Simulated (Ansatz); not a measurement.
# ZnS: moving Zn off its site

ZnS, P6_3mc, a = 3.823 Å, c = 12.520 Å (as given, not relaxed at this level: -0.9 GPa, forces to 0.04 eV/Å). The compound has several low-lying forms, and this is one of them. Ansatz: r2SCAN, PAW, 500 eV, Γ-centred 6×6×2 mesh on 8 atoms, Gaussian smearing 0.05 eV; no spin polarisation.

```
Zn S
1.0
     3.82270    0.00000    0.00000
    -1.91135    3.31056    0.00000
     0.00000    0.00000   12.52000
Zn S
4 4
Cartesian
  0.0000 0.0000 0.0000
  0.0000 0.0000 6.2600
  0.0000 2.2070 3.1300
  1.9114 1.1035 9.3900
  0.0000 0.0000 2.3475
  0.0000 0.0000 8.6075
  0.0000 2.2070 5.4775
  1.9114 1.1035 11.7375
```

Atom 3 (Zn) moves by x along the unit vector (0.000, 0.000, 1.000), with its periodic images; all else is held. y is the free energy of the cell over the start, F the force along the path summed over the moved atoms.

```tsv
x (Å)	y (meV)	F (eV/Å)
-0.4500	?	?
-0.3375	339.7	1.66
-0.2250	169.9	1.33
-0.1125	48.1	0.80
0.0000	0.0	0.01
0.1125	58.9	-1.12
0.2250	271.1	-2.75
0.3375	705.0	-5.11
0.3938	1035.9	-6.69
0.4500	1464.0	-8.61
```

Task: Fit y = c2 x² + c3 x³ + c4 x⁴ to the energies of the other rows, give the force constant, and predict energy and force of the missing row.

Result: Least squares on the rows shown. y = 4005.1 x² + 4750.3 x³ + 5300.2 x⁴. The force constant is 2 c2 = 8.01 eV/Å² (for all images moving together, not for a lone atom). The force −dy/dx at the missing row is 2.65 eV/Å (computed 1.82). With a term in x⁵ added, the coefficient of x² becomes 4176, 4 % more, which shows how far this figure hangs on the form. At x = -0.4500 the fit asked for gives 595.5 meV. The run gave 537.0 meV, so the fit is 58.5 meV too high, 4 % of the span of the series, against an rms of 3.5 meV on the fitted rows. The row lies outside the fitted range. With a term in x⁵ added, a fit to the same known rows predicts 521.6 meV, so most of the miss is curvature that the known rows already hold.